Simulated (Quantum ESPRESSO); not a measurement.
**AlNi under changes of volume**

One of the cells (11.736 Å³/atom); the others are scaled copies at fixed shape and fractional positions:

```
CELL_PARAMETERS angstrom
1.93869 -1.95319 0.00000
1.93869 1.95319 0.00000
0.00000 0.00000 3.09943
ATOMIC_POSITIONS crystal
Ni 0.50000 0.50000 0.50000
Al 0.00000 0.00000 0.00000
```

The cell comes from a database or a generator and needn't be the stable form of this composition.

* Program: Quantum ESPRESSO 7.5
* Functional: PBEsol
* Potentials or basis: GBRV 1.5 PBEsol
* Cutoff: 612 eV
* Density cutoff: 4898 eV
* k mesh: 10 × 10 × 9
* Occupations: fermi-dirac, width 0.05 eV
* Spin: collinear spin, ferromagnetic start
* Starting moments: [1.0, 0.0] μB

```tsv
volume (Å³/atom)	energy over the lowest point (meV/atom)	pressure (GPa)
11.032	28.33	12.8
11.267	?	?
11.502	3.53	4.1
11.736	0.00	0.5
11.971	1.59	-2.8
12.206	7.78	-5.8
12.441	18.10	-8.4
```

Problem. What does the run at 11.267 Å³/atom give?

Solution. Energy over the lowest point 12.77 meV/atom; pressure 8.2 GPa.

Worked out: A Birch-Murnaghan fit of order 3 (a polynomial in V^(-2/3)) to the other rows has its minimum at 11.78 Å³/atom with B0 = V·E''(V) = 172 GPa and B' = 4.4 at fixed shape and positions, which overstates the stiffness. It gives 12.75 meV/atom at 11.267 Å³/atom, against the run's 12.77, and -dE/dV = 8.4 GPa, against 8.2.

Energies are extrapolated to zero smearing.
